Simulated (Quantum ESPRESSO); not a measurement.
# PtS2 (P-3m1) in Quantum ESPRESSO: notebook, part 2 of 3

Quantum ESPRESSO 7.5. The steps go on from the part before.

## 3. Band structure, revPBE

The input, pw.in:

```
&CONTROL
  calculation = 'scf'
  prefix = 'pwscf'
  outdir = './tmp'
  pseudo_dir = './pseudo'
  tprnfor = .true.
  tstress = .true.
  disk_io = 'low'
/
&SYSTEM
  ibrav = 0
  A = 3.5432
  nat = 3
  ntyp = 2
  ecutwfc = 84
  nbnd = 22
  input_dft = 'revpbe'
  occupations = 'smearing'
  smearing = 'fd'
  degauss = 0.00367493
/
&ELECTRONS
  conv_thr = 6d-10
  electron_maxstep = 120
  mixing_beta = 0.5
/
ATOMIC_SPECIES
Pt   195.0840 Pt.upf
S     32.0600 S.upf
CELL_PARAMETERS alat
   1.0000000000    0.0000000000    0.0000000000
  -0.5000000000    0.8660254038    0.0000000000
   0.0000000000    0.0000000000    1.4221043125
ATOMIC_POSITIONS alat
Pt     0.0000000000    0.0000000000    0.0000000000
S      0.5000000000    0.2886751346    1.0992866336
S      0.0000000000    0.5773502692    0.3228176789
K_POINTS automatic
9 9 5 0 0 0
```

The input, bands.in:

```
&CONTROL
  calculation = 'bands'
  prefix = 'pwscf'
  outdir = './tmp'
  pseudo_dir = './pseudo'
  disk_io = 'low'
  verbosity = 'high'
/
&SYSTEM
  ibrav = 0
  A = 3.5432
  nat = 3
  ntyp = 2
  ecutwfc = 84
  nbnd = 22
  input_dft = 'revpbe'
  occupations = 'smearing'
  smearing = 'fd'
  degauss = 0.00367493
/
&ELECTRONS
  conv_thr = 1d-08
  electron_maxstep = 120
  mixing_beta = 0.5
  diago_full_acc = .true.
/
ATOMIC_SPECIES
Pt   195.0840 Pt.upf
S     32.0600 S.upf
CELL_PARAMETERS alat
   1.0000000000    0.0000000000    0.0000000000
  -0.5000000000    0.8660254038    0.0000000000
   0.0000000000    0.0000000000    1.4221043125
ATOMIC_POSITIONS alat
Pt     0.0000000000    0.0000000000    0.0000000000
S      0.5000000000    0.2886751346    1.0992866336
S      0.0000000000    0.5773502692    0.3228176789
K_POINTS crystal
60
 0.0000000000  0.0000000000  0.0000000000 1
 0.0714285714  0.0000000000  0.0000000000 1
 0.1428571429  0.0000000000  0.0000000000 1
 0.2142857143  0.0000000000  0.0000000000 1
 0.2857142857  0.0000000000  0.0000000000 1
 0.3571428571  0.0000000000  0.0000000000 1
 0.4285714286  0.0000000000  0.0000000000 1
 0.5000000000  0.0000000000  0.0000000000 1
 0.4583333333  0.0833333333  0.0000000000 1
 0.4166666667  0.1666666667  0.0000000000 1
 0.3750000000  0.2500000000  0.0000000000 1
 0.3333333333  0.3333333333  0.0000000000 1
 0.2962962963  0.2962962963  0.0000000000 1
 0.2592592593  0.2592592593  0.0000000000 1
 0.2222222222  0.2222222222  0.0000000000 1
 0.1851851852  0.1851851852  0.0000000000 1
 0.1481481481  0.1481481481  0.0000000000 1
 0.1111111111  0.1111111111  0.0000000000 1
 0.0740740741  0.0740740741  0.0000000000 1
 0.0370370370  0.0370370370  0.0000000000 1
 0.0000000000  0.0000000000  0.0000000000 1
 0.0000000000  0.0000000000  0.1250000000 1
 0.0000000000  0.0000000000  0.2500000000 1
 0.0000000000  0.0000000000  0.3750000000 1
 0.0000000000  0.0000000000  0.5000000000 1
 0.0625000000  0.0000000000  0.5000000000 1
 0.1250000000  0.0000000000  0.5000000000 1
 0.1875000000  0.0000000000  0.5000000000 1
 0.2500000000  0.0000000000  0.5000000000 1
 0.3125000000  0.0000000000  0.5000000000 1
 0.3750000000  0.0000000000  0.5000000000 1
 0.4375000000  0.0000000000  0.5000000000 1
 0.5000000000  0.0000000000  0.5000000000 1
 0.4583333333  0.0833333333  0.5000000000 1
 0.4166666667  0.1666666667  0.5000000000 1
 0.3750000000  0.2500000000  0.5000000000 1
 0.3333333333  0.3333333333  0.5000000000 1
 0.3030303030  0.3030303030  0.5000000000 1
 0.2727272727  0.2727272727  0.5000000000 1
 0.2424242424  0.2424242424  0.5000000000 1
 0.2121212121  0.2121212121  0.5000000000 1
 0.1818181818  0.1818181818  0.5000000000 1
 0.1515151515  0.1515151515  0.5000000000 1
 0.1212121212  0.1212121212  0.5000000000 1
 0.0909090909  0.0909090909  0.5000000000 1
 0.0606060606  0.0606060606  0.5000000000 1
 0.0303030303  0.0303030303  0.5000000000 1
 0.0000000000  0.0000000000  0.5000000000 1
 0.5000000000  0.0000000000  0.5000000000 1
 0.5000000000  0.0000000000  0.4000000000 1
 0.5000000000  0.0000000000  0.3000000000 1
 0.5000000000  0.0000000000  0.2000000000 1
 0.5000000000  0.0000000000  0.1000000000 1
 0.5000000000  0.0000000000  0.0000000000 1
 0.3333333333  0.3333333333  0.0000000000 1
 0.3333333333  0.3333333333  0.1000000000 1
 0.3333333333  0.3333333333  0.2000000000 1
 0.3333333333  0.3333333333  0.3000000000 1
 0.3333333333  0.3333333333  0.4000000000 1
 0.3333333333  0.3333333333  0.5000000000 1
```

Potentials or basis: PseudoDojo 0.4.1 SR PBE standard.

The run is started by

```console
> OMP_NUM_THREADS=1 pw.x -in pw.in > pw.out
> OMP_NUM_THREADS=1 pw.x -in bands.in > bands.out
```

Wall time 2.3 min (1 thread of Intel Xeon at 2.60GHz (Ice Lake), shared host); peak memory 0.16 GiB.

The run converged. Its results:

| Item | Value |
| --- | --- |
| Free energy | -4155.9299 eV |
| Pressure | 13.1 GPa |
| Largest force | 1.261 eV/Å |
| Band gap on the k mesh | 1.06 eV, indirect (least direct gap 1.10 eV) |
| Band gap along the path | 1.06 eV, indirect (least direct gap 1.57 eV) |

Forces in eV/Å, atoms in the order of the input:
```
Pt   0.000  0.000  0.000
S    0.000  0.000 -1.261
S    0.000  0.000  1.261
```

Stress tensor (GPa, compression positive):
```
13.60  0.00  0.00
 0.00 13.60  0.00
 0.00  0.00 12.07
```

Levels at the corners of the path, in eV from the valence-band top:
| point | band 13 | band 14 | band 15 | band 16 | band 17 | band 18 |
| --- | --- | --- | --- | --- | --- | --- |
| Γ | -1.12 | -1.12 | -0.09 | 2.50 | 2.50 | 4.89 |
| M | -3.17 | -2.94 | -2.30 | 1.85 | 2.87 | 5.59 |
| K | -2.66 | -1.44 | -1.44 | 1.11 | 1.11 | 5.78 |
| Γ | -1.12 | -1.12 | -0.09 | 2.50 | 2.50 | 4.89 |
| A | -1.30 | -1.30 | -0.87 | 2.96 | 2.96 | 5.54 |
| L | -3.07 | -2.66 | -1.34 | 2.14 | 2.41 | 5.46 |
| H | -3.49 | -1.82 | -1.82 | 2.27 | 2.27 | 7.27 |
| A | -1.30 | -1.30 | -0.87 | 2.96 | 2.96 | 5.54 |
| L | -3.07 | -2.66 | -1.34 | 2.14 | 2.41 | 5.46 |
| M | -3.17 | -2.94 | -2.30 | 1.85 | 2.87 | 5.59 |
| K | -2.66 | -1.44 | -1.44 | 1.11 | 1.11 | 5.78 |
| H | -3.49 | -1.82 | -1.82 | 2.27 | 2.27 | 7.27 |

Caveat: the potentials were made for another functional, which shifts forces and pressure; spin-orbit coupling is left out, which moves the levels of the heavy elements. As with any semilocal functional, this revPBE gap is likely too small.

## 4. Band structure, AM05

The input, pw.in:

```
&CONTROL
  calculation = 'scf'
  prefix = 'pwscf'
  outdir = './tmp'
  pseudo_dir = './pseudo'
  tprnfor = .true.
  tstress = .true.
  disk_io = 'low'
/
&SYSTEM
  ibrav = 0
  nat = 3
  ntyp = 2
  ecutwfc = 84
  nbnd = 22
  input_dft = 'XC-000I-000I-120L-135L-000I-000I'
  occupations = 'smearing'
  smearing = 'fd'
  degauss = 0.00367493
/
&ELECTRONS
  conv_thr = 6d-10
  electron_maxstep = 120
  mixing_beta = 0.5
/
ATOMIC_SPECIES
Pt   195.0840 Pt.upf
S     32.0600 S.upf
CELL_PARAMETERS angstrom
   3.5432000000    0.0000000000    0.0000000000
  -1.7716000000    3.0685012107    0.0000000000
   0.0000000000    0.0000000000    5.0388000000
ATOMIC_POSITIONS crystal
Pt     0.0000000000    0.0000000000    0.0000000000
S      0.6666666667    0.3333333333    0.7730000000
S      0.3333333333    0.6666666667    0.2270000000
K_POINTS automatic
9 9 5 0 0 0
```

bands.in: that of step 3 with these lines changed.

```diff
@@ -10,3 +10,2 @@
   ibrav = 0
-  A = 3.5432
   nat = 3
@@ -15,3 +14,3 @@
   nbnd = 22
-  input_dft = 'revpbe'
+  input_dft = 'XC-000I-000I-120L-135L-000I-000I'
   occupations = 'smearing'
@@ -29,10 +28,10 @@
 S     32.0600 S.upf
-CELL_PARAMETERS alat
-   1.0000000000    0.0000000000    0.0000000000
-  -0.5000000000    0.8660254038    0.0000000000
-   0.0000000000    0.0000000000    1.4221043125
-ATOMIC_POSITIONS alat
+CELL_PARAMETERS angstrom
+   3.5432000000    0.0000000000    0.0000000000
+  -1.7716000000    3.0685012107    0.0000000000
+   0.0000000000    0.0000000000    5.0388000000
+ATOMIC_POSITIONS crystal
 Pt     0.0000000000    0.0000000000    0.0000000000
-S      0.5000000000    0.2886751346    1.0992866336
-S      0.0000000000    0.5773502692    0.3228176789
+S      0.6666666667    0.3333333333    0.7730000000
+S      0.3333333333    0.6666666667    0.2270000000
 K_POINTS crystal
```

The run is started by

```console
> OMP_NUM_THREADS=1 pw.x -in pw.in > pw.out
> OMP_NUM_THREADS=1 pw.x -in bands.in > bands.out
```

It took 2.1 min on 1 thread of Intel Xeon at 2.60GHz (Ice Lake), shared host; peak memory 0.17 GiB.

It converged, with:

```yaml
Free_energy: -4146.0383 eV
Pressure: 6.3 GPa
Largest_force: 0.805 eV/Å
Band_gap_on_the_k_mesh: 0.97 eV, indirect (least direct gap 1.01 eV)
Band_gap_along_the_path: 0.97 eV, indirect (least direct gap 1.51 eV)
```

Forces on the atoms (eV/Å):
```
Pt   0.000  0.000  0.000
S    0.000  0.000 -0.805
S    0.000  0.000  0.805
```

Stress tensor (GPa, compression positive):
```
6.34 0.00 0.00
0.00 6.34 0.00
0.00 0.00 6.17
```

Levels at the corners of the path, in eV from the valence-band top:
| point | band 13 | band 14 | band 15 | band 16 | band 17 | band 18 |
| --- | --- | --- | --- | --- | --- | --- |
| Γ | -1.13 | -1.13 | -0.11 | 2.47 | 2.47 | 4.70 |
| M | -3.24 | -3.00 | -2.35 | 1.78 | 2.85 | 5.47 |
| K | -2.70 | -1.48 | -1.48 | 1.03 | 1.03 | 5.64 |
| Γ | -1.13 | -1.13 | -0.11 | 2.47 | 2.47 | 4.70 |
| A | -1.32 | -1.32 | -0.90 | 2.94 | 2.94 | 5.36 |
| L | -3.11 | -2.73 | -1.36 | 2.09 | 2.37 | 5.33 |
| H | -3.56 | -1.87 | -1.87 | 2.23 | 2.23 | 7.19 |
| A | -1.32 | -1.32 | -0.90 | 2.94 | 2.94 | 5.36 |
| L | -3.11 | -2.73 | -1.36 | 2.09 | 2.37 | 5.33 |
| M | -3.24 | -3.00 | -2.35 | 1.78 | 2.85 | 5.47 |
| K | -2.70 | -1.48 | -1.48 | 1.03 | 1.03 | 5.64 |
| H | -3.56 | -1.87 | -1.87 | 2.23 | 2.23 | 7.19 |

Caveat: the potentials were made for another functional, which shifts forces and pressure; spin-orbit coupling is left out, which moves the levels of the heavy elements.

## 5. Band structure, vdW-DF3-opt2+U (cell strained at random at fixed volume)

The input, pw.in:

```
&CONTROL
  calculation = 'scf'
  prefix = 'pwscf'
  outdir = './tmp'
  pseudo_dir = './pseudo'
  tprnfor = .true.
  tstress = .true.
  disk_io = 'low'
/
&SYSTEM
  ibrav = 0
  nat = 3
  ntyp = 2
  ecutwfc = 45
  ecutrho = 360
  nbnd = 24
  input_dft = 'vdw-df3-opt2'
  occupations = 'smearing'
  smearing = 'gaussian'
  degauss = 0.01999163
  starting_ns_eigenvalue(1,1,1) = 1
  starting_ns_eigenvalue(2,1,1) = 1
  starting_ns_eigenvalue(3,1,1) = 1
  starting_ns_eigenvalue(4,1,1) = 1
  starting_ns_eigenvalue(5,1,1) = 0
  nosym = .true.
/
&ELECTRONS
  conv_thr = 6d-10
  electron_maxstep = 120
  mixing_beta = 0.3
/
ATOMIC_SPECIES
Pt   195.0840 pt_pbe_v1.4.uspp.F.UPF
S     32.0600 s_pbe_v1.4.uspp.F.UPF
CELL_PARAMETERS angstrom
   3.4539260000    0.0500620000   -0.0502620000
  -1.6836080000    3.0986290000    0.0541100000
  -0.0714770000    0.0475870000    5.0802850000
ATOMIC_POSITIONS crystal
Pt     0.0000000000    0.0000000000    0.0000000000
S      0.6666666667    0.3333333333    0.7730000000
S      0.3333333333    0.6666666667    0.2270000000
K_POINTS automatic
8 8 4 0 0 0
HUBBARD {atomic}
U Pt-5d 4.5
```

The input, pp_density.in:

```
&INPUTPP
  prefix = 'pwscf'
  outdir = './tmp'
  filplot = 'density.dat'
  plot_num = 0
/
&PLOT
  nfile = 1
  filepp(1) = 'density.dat'
  iflag = 3
  output_format = 6
  fileout = 'density.cube'
/
```

The input, pp_potential.in:

```
&INPUTPP
  prefix = 'pwscf'
  outdir = './tmp'
  filplot = 'potential.dat'
  plot_num = 11
/
&PLOT
  nfile = 1
  filepp(1) = 'potential.dat'
  iflag = 3
  output_format = 6
  fileout = 'potential.cube'
/
```

The input, bands.in:

```
&CONTROL
  calculation = 'bands'
  prefix = 'pwscf'
  outdir = './tmp'
  pseudo_dir = './pseudo'
  disk_io = 'low'
  verbosity = 'high'
/
&SYSTEM
  ibrav = 0
  nat = 3
  ntyp = 2
  ecutwfc = 45
  ecutrho = 360
  nbnd = 24
  input_dft = 'vdw-df3-opt2'
  occupations = 'smearing'
  smearing = 'gaussian'
  degauss = 0.01999163
  starting_ns_eigenvalue(1,1,1) = 1
  starting_ns_eigenvalue(2,1,1) = 1
  starting_ns_eigenvalue(3,1,1) = 1
  starting_ns_eigenvalue(4,1,1) = 1
  starting_ns_eigenvalue(5,1,1) = 0
  nosym = .true.
/
&ELECTRONS
  conv_thr = 1d-08
  electron_maxstep = 120
  mixing_beta = 0.3
  diago_full_acc = .true.
/
ATOMIC_SPECIES
Pt   195.0840 pt_pbe_v1.4.uspp.F.UPF
S     32.0600 s_pbe_v1.4.uspp.F.UPF
CELL_PARAMETERS angstrom
   3.4539260000    0.0500620000   -0.0502620000
  -1.6836080000    3.0986290000    0.0541100000
  -0.0714770000    0.0475870000    5.0802850000
ATOMIC_POSITIONS crystal
Pt     0.0000000000    0.0000000000    0.0000000000
S      0.6666666667    0.3333333333    0.7730000000
S      0.3333333333    0.6666666667    0.2270000000
K_POINTS crystal
60
-0.5000000000  0.0000000000  0.0000000000 1
-0.4285714286  0.0000000000  0.0000000000 1
-0.3571428571  0.0000000000  0.0000000000 1
-0.2857142857  0.0000000000  0.0000000000 1
-0.2142857143  0.0000000000  0.0000000000 1
-0.1428571429  0.0000000000  0.0000000000 1
-0.0714285714  0.0000000000  0.0000000000 1
 0.0000000000  0.0000000000  0.0000000000 1
 0.0000000000  0.0000000000  0.1250000000 1
 0.0000000000  0.0000000000  0.2500000000 1
 0.0000000000  0.0000000000  0.3750000000 1
 0.0000000000  0.0000000000  0.5000000000 1
-0.5000000000  0.0000000000  0.5000000000 1
-0.4444444444  0.0000000000  0.4444444444 1
-0.3888888889  0.0000000000  0.3888888889 1
-0.3333333333  0.0000000000  0.3333333333 1
-0.2777777778  0.0000000000  0.2777777778 1
-0.2222222222  0.0000000000  0.2222222222 1
-0.1666666667  0.0000000000  0.1666666667 1
-0.1111111111  0.0000000000  0.1111111111 1
-0.0555555556  0.0000000000  0.0555555556 1
 0.0000000000  0.0000000000  0.0000000000 1
 0.0000000000  0.0625000000  0.0000000000 1
 0.0000000000  0.1250000000  0.0000000000 1
 0.0000000000  0.1875000000  0.0000000000 1
 0.0000000000  0.2500000000  0.0000000000 1
 0.0000000000  0.3125000000  0.0000000000 1
 0.0000000000  0.3750000000  0.0000000000 1
 0.0000000000  0.4375000000  0.0000000000 1
 0.0000000000  0.5000000000  0.0000000000 1
-0.5000000000  0.5000000000  0.0000000000 1
-0.4375000000  0.4375000000  0.0000000000 1
-0.3750000000  0.3750000000  0.0000000000 1
-0.3125000000  0.3125000000  0.0000000000 1
-0.2500000000  0.2500000000  0.0000000000 1
-0.1875000000  0.1875000000  0.0000000000 1
-0.1250000000  0.1250000000  0.0000000000 1
-0.0625000000  0.0625000000  0.0000000000 1
 0.0000000000  0.0000000000  0.0000000000 1
 0.0000000000  0.0500000000  0.0500000000 1
 0.0000000000  0.1000000000  0.1000000000 1
 0.0000000000  0.1500000000  0.1500000000 1
 0.0000000000  0.2000000000  0.2000000000 1
 0.0000000000  0.2500000000  0.2500000000 1
 0.0000000000  0.3000000000  0.3000000000 1
 0.0000000000  0.3500000000  0.3500000000 1
 0.0000000000  0.4000000000  0.4000000000 1
 0.0000000000  0.4500000000  0.4500000000 1
 0.0000000000  0.5000000000  0.5000000000 1
-0.5000000000  0.5000000000  0.5000000000 1
-0.4500000000  0.4500000000  0.4500000000 1
-0.4000000000  0.4000000000  0.4000000000 1
-0.3500000000  0.3500000000  0.3500000000 1
-0.3000000000  0.3000000000  0.3000000000 1
-0.2500000000  0.2500000000  0.2500000000 1
-0.2000000000  0.2000000000  0.2000000000 1
-0.1500000000  0.1500000000  0.1500000000 1
-0.1000000000  0.1000000000  0.1000000000 1
-0.0500000000  0.0500000000  0.0500000000 1
 0.0000000000  0.0000000000  0.0000000000 1
HUBBARD {atomic}
U Pt-5d 4.5
```

Potentials or basis: GBRV 1.5 PBE.

The run is started by

```console
> OMP_NUM_THREADS=1 pw.x -in pw.in > pw.out
> OMP_NUM_THREADS=1 pp.x -in pp_density.in > pp_density.out
> OMP_NUM_THREADS=1 pp.x -in pp_potential.in > pp_potential.out
> OMP_NUM_THREADS=1 pw.x -in bands.in > bands.out
```

pw.out:

```text
This program is part of the open-source Quantum ESPRESSO suite
     for quantum simulation of materials; please cite
         "P. Giannozzi et al., J. Phys.:Condens. Matter 21 395502 (2009);
         "P. Giannozzi et al., J. Phys.:Condens. Matter 29 465901 (2017);
         "P. Giannozzi et al., J. Chem. Phys. 152 154105 (2020);
     in publications or presentations arising from this work. More details at

     IMPORTANT: XC functional enforced from input :
     Exchange-correlation= VDW-DF3-OPT2
                           (   1   4  46   0   4   0   0)
     Any further DFT definition will be discarded
     Please, verify this is what you really want

     G-vector sticks info
     --------------------
     sticks:   dense  smooth     PW     G-vecs:    dense   smooth      PW
     Sum        1103     551    179                42651    15079    2821

     Using Slab Decomposition

     bravais-lattice index     =            0
     lattice parameter (alat)  =       6.5284  a.u.
[... 316 lines left out ...]
      -0.002 -0.068  0.001  0.003  0.927

     Number of occupied Hubbard levels =    9.3128

     Number of k-points >= 100: set verbosity='high' to print the bands.

     the Fermi energy is    10.8448 ev

!    total energy              =    -258.77591223 Ry
     estimated scf accuracy    <          1.9E-10 Ry
     smearing contrib. (-TS)   =      -0.00021939 Ry
     internal energy E=F+TS    =    -258.77569284 Ry

     The total energy is F=E-TS. E is the sum of the following terms:
     one-electron contribution =    -100.18118086 Ry
     hartree contribution      =      65.31435106 Ry
     xc contribution           =     -73.85755672 Ry
     ewald contribution        =    -150.14974754 Ry
     Hubbard energy            =       0.09844122 Ry

     convergence has been achieved in  12 iterations

     negative rho (up, down):  1.755E-01 0.000E+00

     Forces acting on atoms (cartesian axes, Ry/au):

     atom    1 type  1   force =    -0.00000010    0.00000009    0.00000067
     atom    2 type  2   force =    -0.03021422    0.02568033   -0.05305084
     atom    3 type  2   force =     0.03021432   -0.02568043    0.05305017

     Total force =     0.093667     Total SCF correction =     0.000016

     Computing stress (Cartesian axis) and pressure

     negative rho (up, down):  1.755E-01 0.000E+00
          total   stress  (Ry/bohr**3)                   (kbar)     P=       96.52
   0.00110043  -0.00036355   0.00038228          161.88      -53.48       56.24
  -0.00036355   0.00033865  -0.00033564          -53.48       49.82      -49.37
   0.00038228  -0.00033564   0.00052940           56.24      -49.37       77.88

=------------------------------------------------------------------------------=
   JOB DONE.
=------------------------------------------------------------------------------=
```

pp_density.out:

```text
This program is part of the open-source Quantum ESPRESSO suite
     for quantum simulation of materials; please cite
         "P. Giannozzi et al., J. Phys.:Condens. Matter 21 395502 (2009);
         "P. Giannozzi et al., J. Phys.:Condens. Matter 29 465901 (2017);
         "P. Giannozzi et al., J. Chem. Phys. 152 154105 (2020);
     in publications or presentations arising from this work. More details at

[... 52 lines left out ...]
     Writing data to file  density.dat
     Reading data from file  density.dat

     Writing data to be plotted to file density.cube
     Plot Type: 3D                     Output format: Gaussian cube

=------------------------------------------------------------------------------=
   JOB DONE.
=------------------------------------------------------------------------------=
```

Wall time 7.6 min (1 thread of AMD EPYC 7B13 (Zen 3), shared host); peak memory 0.3 GiB.

These settings aren't checked as converged (typed here: nosym = yes; smearing = gaussian; width = 0.272): the numbers below hold their error.

Results:

- Free energy: -3520.8256 eV
- Pressure: 9.7 GPa
- Largest force: 1.703 eV/Å
- Band gap on the k mesh: 0.57 eV, indirect (least direct gap 0.80 eV)
- Band gap along the path: 0.45 eV, indirect (least direct gap 0.79 eV)

Caveat: the potentials were made for another functional, which shifts forces and pressure; some levels on the path didn't converge; spin-orbit coupling is left out, which moves the levels of the heavy elements; the mesh misses the band edges, which the band path finds closer together.

(Continued in part 3 of 3.)
